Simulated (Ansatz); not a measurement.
Starting cell, CaF₂ (fluorite):

```yaml
crystal:
  lattice:
    - [0.00000, 2.72024, 2.72024]
    - [2.72024, 0.00000, 2.72024]
    - [2.72024, 2.72024, 0.00000]
  atoms:
    - { symbol: Ca, position: [0.00000, 0.00000, 0.00000] }
    - { symbol: F, position: [0.25000, 0.25000, 0.25000] }
    - { symbol: F, position: [0.75000, 0.75000, 0.75000] }
```

In each cell atom 3 (F, nearest neighbour Ca at 2.356 Å; its periodic images, 3.8 Å or more away, move with it) moves by s·(0.707, 0.707, 0.000) (along Cartesian [110]), the rest being held.

Computed with r2SCAN (plane waves to 500 eV, PAW, scalar-relativistic; Ansatz, a quantum-chemistry and plane-wave program). k mesh 9×9×9 (Γ-centred), Fermi-Dirac smearing 0.05 eV. E stands for the smeared free energy. Compression counts positive. F∥ is the force on the atom along that direction. F⊥ is the part of the force across the line. CaF2 was relaxed with its symmetry unable to fall. The PAW data are Ansatz's earlier set. ΔE is measured from the undisplaced structure.

```csv
s (Å),ΔE (meV/cell),F∥ (eV/Å),|F⊥| (eV/Å),P (GPa)
-0.470,633,3.030,1.531,7.12
-0.376,387,2.235,0.922,4.44
-0.282,209,1.561,0.493,2.44
-0.188,90,0.985,0.211,1.06
-0.094,22,0.475,0.052,0.26
0.000,0,0.000,0.000,0.00
0.094,22,-0.475,0.052,0.26
0.188,90,-0.985,0.211,1.06
0.282,209,-1.561,0.493,2.44
0.376,387,-2.235,0.922,4.44
0.470,633,-3.030,1.531,7.12
```

What the scan shows:

```
Quantity                                                                                                                                             Result
--------------------------------------------------------  -------------------------------------------------------------------------------------------------
Energy at s = 0.470 Å                                                                                                                          633 meV/cell
Force along the line at s = -0.470 Å                                                                                                              3.03 eV/Å
Symmetry of the curve                                                                                                         even: the same for both signs
Shape of the curve                                                                           a single well with its minimum at or next to zero displacement
Force constant k = d²E/ds² at s = 0 (finite differences)                                                                                         5.00 eV/Å²
Harmonic estimate at the end of the scan                  ½ks² = 552 meV/cell against the computed 633 meV/cell, so the well is stiffer than harmonic there
```

The 11 points together took roughly 4 core-minutes.

(A displaced cell: forces are minus the slopes of the energy, force constants its curvatures, and phonons follow from these.)
